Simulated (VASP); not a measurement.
Lu: relaxation of cell and atoms with vdW-DF-cx

Lu:

```
Lu
1.0
    -1.95411    1.95411    1.95411
     1.95411   -1.95411    1.95411
     1.95411    1.95411   -1.95411
Lu
1
Direct
  0.00000 0.00000 0.00000
```

This isn't the form of Lu at room conditions, which is hcp.

```
Program                : VASP 6.6.1
Task                   : relaxation of cell and atoms
Functional             : vdW-DF-cx
Potentials or basis    : VASP PAW PBE potentials, release 64 (Lu)
Cutoff                 : 600 eV
k mesh                 : 10 × 10 × 10
Occupations            : fermi-dirac, width 0.05 eV
Spin                   : no spin polarisation
Further INCAR settings : ALGO = Normal; EDIFF = 1e-06; IBRION = 2; EDIFFG = -0.005; NSW = 60; ISIF = 3
```

```yaml
Relaxed_volume: 27.96 Å³/atom
Relaxed_cell: a = 3.312 Å, b = 3.312 Å, c = 3.312 Å, α = 109.47°, β = 109.47°, γ = 109.47°
Space_group_after_relaxing_to_0.05_Å: Im-3m (No. 229)
Energy_gained_by_relaxing: 17.4 meV/atom
Ionic_steps: 4
Pressure_after_relaxing: 0.0 GPa
Band_gap_on_the_k_mesh: none (metal or under the smearing width)
```

The path:
```csv
step,energy change (eV),largest force (eV/Å),pressure (GPa),volume (Å³)
1,0.0000,0.0000,-2.59,29.85
2,-0.0173,0.0000,0.14,27.81
3,-0.0173,0.0000,0.10,27.89
4,-0.0174,0.0000,-0.01,27.96
```

Final structure:
```cif
data_structure
_symmetry_space_group_name_H-M 'P 1'
_symmetry_Int_Tables_number 1
_cell_length_a 3.3117
_cell_length_b 3.3117
_cell_length_c 3.3117
_cell_angle_alpha 109.471
_cell_angle_beta 109.471
_cell_angle_gamma 109.471
_cell_volume 27.96
loop_
_atom_site_label
_atom_site_type_symbol
_atom_site_fract_x
_atom_site_fract_y
_atom_site_fract_z
_atom_site_occupancy
Lu1 Lu 0.00000 0.00000 0.00000 1
```

Levels at points of the mesh, in eV from the Fermi level:
```tsv
k point	band 9	band 10	band 11	band 12	band 13	band 14	band 15	band 16
(0.00, 0.00, 0.00)	-5.07	-5.07	-5.07	-5.05	2.12	2.12	2.12	4.44
(0.50, 0.00, 0.00)	-5.08	-5.07	-5.06	-2.64	0.30	0.63	4.23	5.24
(0.50, 0.50, 0.50)	-5.06	-5.06	-5.06	-1.68	-1.68	6.03	6.03	6.03
```

It took 2.1 min on 1 thread of Intel(R) Xeon(R) 6975P-C (Granite Rapids), with other jobs on the host, peak memory 0.34 GiB.

Caveat: the PAW data sets were made with another functional, which shifts forces and pressure a little. The run has no spin-orbit coupling, so splittings on Lu are missing.
